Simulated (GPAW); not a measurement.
Crystal: BAs.

```xyz
2
Lattice="0.0000 2.3885 2.3885 2.3885 0.0000 2.3885 2.3885 2.3885 0.0000" Properties=species:S:1:pos:R:3 pbc="T T T"
As    3.5827    3.5827    3.5827
B     0.0000    0.0000    0.0000
```

- Program: GPAW 26.7.0
- Task: relaxation of cell and atoms
- Functional: PBEsol
- Dispersion: D3(BJ)
- Potentials or basis: PAW data sets generated in the run's folder for this functional
- Cutoff: 800 eV
- Basis: pw
- k mesh: 10 × 10 × 10
- Occupations: fermi-dirac, width 0.05 eV
- Spin: no spin polarisation

At the start: pressure -3.5 GPa; volume 13.63 Å³/atom.

**Question.** Where does the relaxation end?

**Answer.** Over 4 steps the energy falls by 3.5 meV/atom and the volume is 13.32 Å³/atom (-2.3 %); space group F-43m (No. 216, to 0.05 Å).

The path:
```tsv
step	energy change (eV)	largest force (eV/Å)	pressure (GPa)	volume (Å³)
1	0.0000	0.0000	-3.50	27.25
2	-0.0023	0.0000	-2.90	27.13
3	-0.0054	0.0000	-1.77	26.91
4	-0.0070	0.0000	-0.28	26.63
```

Final structure:
```yaml
crystal:
  lattice:
    - [0.00000, 2.37025, 2.37025]
    - [2.37025, 0.00000, 2.37025]
    - [2.37025, 2.37025, 0.00000]
  atoms:
    - { symbol: As, position: [0.75000, 0.75000, 0.75000] }
    - { symbol: B, position: [0.00000, 0.00000, 0.00000] }
```

Caveat: later steps reuse the first step's grids.
